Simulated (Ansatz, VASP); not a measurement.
## Two plane-wave programs on Al

Contents of INCAR:

```
SYSTEM = Al
ALGO     = Normal         ! electronic algorithm
EDIFF    = 1E-7           ! SCF threshold, eV
EDIFFG   = -0.01          ! ionic threshold
ENCUT    = 600            ! plane-wave cutoff, eV
GGA      = RE             ! functional
IBRION   = 2              ! ionic algorithm
ISIF     = 3              ! what is computed and relaxed
ISMEAR   = -1             ! smearing method
IVDW     = 13             ! dispersion correction
LASPH    = .TRUE.         ! aspherical terms in the spheres
LCHARG   = .FALSE.        ! write CHGCAR
LREAL    = .FALSE.        ! projectors in reciprocal space
LWAVE    = .FALSE.        ! write WAVECAR
NELM     = 80             ! most SCF steps
NSW      = 60             ! ionic steps
PREC     = Accurate       ! precision mode
SIGMA    = 0.05           ! smearing width, eV
```

Contents of KPOINTS:

```
k-points
0
G
  11 11 11
  0 0 0
```

The input POSCAR:

```
Al
1.0
    0.0000000000      2.0248050000      2.0248050000
    2.0248050000      0.0000000000      2.0248050000
    2.0248050000      2.0248050000      0.0000000000
Al
1
Direct
    0.0000000000      0.0000000000      0.0000000000
```

File input.yaml:

```yaml
crystal:
  lattice:
    - [0.0, 2.024805, 2.024805]
    - [2.024805, 0.0, 2.024805]
    - [2.024805, 2.024805, 0.0]
  atoms:
    - { symbol: Al, position: [0.0, 0.0, 0.0] }
hamiltonian:
  xc: revpbe
  pseudopotentials: { kind: paw }
  dispersion: d4
kpoints:
  mp_grid: { grid: [11, 11, 11] }
scf:
  occupations: { method: fermi_dirac, width: 0.05 }
output:
  forces: true
  stress: true
  write_density: true
  write_potential: true
  elf: true
  volumetric_format: npy
relax:
  f_tol: 0.01
  max_steps: 40
  cell: { stress_tol: 0.05 }
```

Alike in both runs: task relaxation of cell and atoms; functional revPBE; dispersion D4; k mesh 11 × 11 × 11; occupations fermi-dirac, width 0.05 eV; no spin polarisation.

|  | VASP | Ansatz |
| --- | --- | --- |
| version | VASP 6.6.1 | Ansatz 0.2.0 |
| potentials or method | VASP PAW PBE potentials, release 64 (Al) | Ansatz PAW |
| plane-wave cutoff (eV) | 600 | 420 |
| valence electrons in the cell | 3 | 3 |

Ansatz gave:

- gap on the k mesh at the Fermi level, each at its own relaxed structure (eV): none
- relaxed volume (Å³/atom): 15.67
- relaxed cell length with the largest relative difference (Å): 2.809
- energy change over the relaxation (meV/atom): -14

Estimate VASP's values.

gap on the k mesh at the Fermi level, each at its own relaxed structure (eV): none; relaxed volume (Å³/atom): 15.63; relaxed cell length with the largest relative difference (Å): 2.807; energy change over the relaxation (meV/atom): -15.

A gap of «none» marks a metal or a gap that the smearing closes.

Caveats: pairwise dispersion overbinds metals, which lowers pressure and volume; the PAW data sets were made with another functional, which shifts forces and pressure a little (VASP); the plane-wave basis is chosen anew once the cell has moved, so the energies of steps on either side of that aren't comparable (Ansatz); the PAW data sets come from PBE, with cores solved anew for the run's functional, which leaves a small shift of forces and pressure (Ansatz).
